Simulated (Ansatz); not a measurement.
## AlPt in Ansatz: the effect of target pressure

The system is AlPt.

```
Pt Al
1.0
     3.09155    0.00000    0.00000
     0.00000    3.09155    0.00000
     0.00000    0.00000    3.09155
Pt Al
1 1
Direct
  0.50000 0.50000 0.50000
  0.00000 0.00000 0.00000
```

Measurements of this composition are mostly on another form, of space group No. 198.

Alike in all runs:

* Program: Ansatz 0.2.0
* Task: relaxation of cell and atoms
* Functional: r2SCAN
* Potentials or basis: Ansatz PAW
* Cutoff: 500 eV (not typed: the program's choice for these potentials)
* k mesh: 9 × 9 × 9
* Occupations: fermi-dirac, width 0.05 eV
* Spin: no spin polarisation

Each run relaxes the cell or the atoms first.

```tsv
target pressure	relaxed volume (Å³/atom)
0 GPa	14.41
2 GPa	14.27
5 GPa	14.08
10 GPa	13.79
20 GPa	13.29
30 GPa	?
```

Question: What does the run with target pressure 30 GPa give?

Answer: Relaxed volume 12.87 Å³/atom.

Worked out: In Murnaghan's law V^(-B') rises as a straight line in P. The other rows fit best with B' = 4.3, V0 = 14.41 Å³/atom and B0 = 207 GPa, which gives 12.87 Å³/atom at 30 GPa, against the run's 12.87.

Caveats: the plane-wave basis is chosen anew once the cell has moved, so the energies of steps on either side of that aren't comparable; the PAW data sets come from PBE, with cores solved anew for the run's functional, which leaves a small shift of forces and pressure.
